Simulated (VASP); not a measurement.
Here is a VASP 6.6.1 calculation.

File INCAR:

```
PREC = Accurate
ENCUT = 550
EDIFF = 1E-7
ISMEAR = -1
SIGMA = 0.05
LREAL = F
LASPH = T
NELM = 60
ALGO = Fast
ISIF = 2
LWAVE = F
LCHARG = F
GGA = PE
NBANDS = 11
```

The input KPOINTS:

```
Automatic mesh
0
Gamma
  8 8 8
```

Contents of POSCAR:

```
BeTe
1.0
    0.0000000000      2.7700000000      2.7700000000
    2.7700000000      0.0000000000      2.7700000000
    2.7700000000      2.7700000000      0.0000000000
Te Be
1 1
Direct
    0.7500000000      0.7500000000      0.7500000000
    0.0000000000      0.0000000000      0.0000000000
```

Contents of KPOINTS_OPT:

```
path GXWKGLUWLK,UX
15
line-mode
reciprocal
 0.0000000000  0.0000000000  0.0000000000  G
 0.5000000000  0.0000000000  0.5000000000  X

 0.5000000000  0.0000000000  0.5000000000  X
 0.5000000000  0.2500000000  0.7500000000  W

 0.5000000000  0.2500000000  0.7500000000  W
 0.3750000000  0.3750000000  0.7500000000  K

 0.3750000000  0.3750000000  0.7500000000  K
 0.0000000000  0.0000000000  0.0000000000  G

 0.0000000000  0.0000000000  0.0000000000  G
 0.5000000000  0.5000000000  0.5000000000  L

 0.5000000000  0.5000000000  0.5000000000  L
 0.6250000000  0.2500000000  0.6250000000  U

 0.6250000000  0.2500000000  0.6250000000  U
 0.5000000000  0.2500000000  0.7500000000  W

 0.5000000000  0.2500000000  0.7500000000  W
 0.5000000000  0.5000000000  0.5000000000  L

 0.5000000000  0.5000000000  0.5000000000  L
 0.3750000000  0.3750000000  0.7500000000  K

 0.6250000000  0.2500000000  0.6250000000  U
 0.5000000000  0.0000000000  0.5000000000  X
```

Potentials or basis: VASP PAW PBE potentials, release 64 (Te_GW, Be_GW).

Run with:

```sh
$ cat potpaw_PBE.64/Te_GW/POTCAR potpaw_PBE.64/Be_GW/POTCAR > POTCAR
$ mpirun -np 1 vasp_std > vasp.out
```

Question: What does it give for the pressure?

Answer: 4.4 GPa.

Question: What does it give for the band gap along the path?

Answer: 1.85 eV, indirect (least direct gap 3.57 eV).

Levels at the corners of the path, in eV from the valence-band top:
```csv
point,band 1,band 2,band 3,band 4,band 5,band 6,band 7,band 8,band 9
Γ,-12.64,0.00,0.00,0.00,3.57,3.57,3.57,4.19,8.39
X,-10.62,-5.39,-2.84,-2.84,1.85,2.60,10.06,10.06,11.85
X,-10.62,-5.39,-2.84,-2.84,1.85,2.60,10.06,10.06,11.85
W,-10.58,-4.81,-3.96,-3.45,5.32,5.53,5.67,6.40,11.28
W,-10.58,-4.81,-3.96,-3.45,5.32,5.53,5.67,6.40,11.28
K,-10.65,-5.01,-4.16,-2.40,2.63,5.31,8.09,8.47,9.38
K,-10.65,-5.01,-4.16,-2.40,2.63,5.31,8.09,8.47,9.38
Γ,-12.64,0.00,0.00,0.00,3.57,3.57,3.57,4.19,8.39
Γ,-12.64,0.00,0.00,0.00,3.57,3.57,3.57,4.19,8.39
L,-11.16,-5.87,-1.22,-1.22,3.21,4.58,4.58,7.80,11.18
L,-11.16,-5.87,-1.22,-1.22,3.21,4.58,4.58,7.80,11.18
U,-10.65,-5.01,-4.16,-2.40,2.63,5.31,8.09,8.47,9.38
U,-10.65,-5.01,-4.16,-2.40,2.63,5.31,8.09,8.47,9.38
W,-10.58,-4.81,-3.96,-3.45,5.32,5.53,5.67,6.40,11.28
W,-10.58,-4.81,-3.96,-3.45,5.32,5.53,5.67,6.40,11.28
L,-11.16,-5.87,-1.22,-1.22,3.21,4.58,4.58,7.80,11.18
L,-11.16,-5.87,-1.22,-1.22,3.21,4.58,4.58,7.80,11.18
K,-10.65,-5.01,-4.16,-2.40,2.63,5.31,8.09,8.47,9.38
U,-10.65,-5.01,-4.16,-2.40,2.63,5.31,8.09,8.47,9.38
X,-10.62,-5.39,-2.84,-2.84,1.85,2.60,10.06,10.06,11.85
```

Caveat: spin-orbit coupling is left out, which moves the levels of the heavy elements.
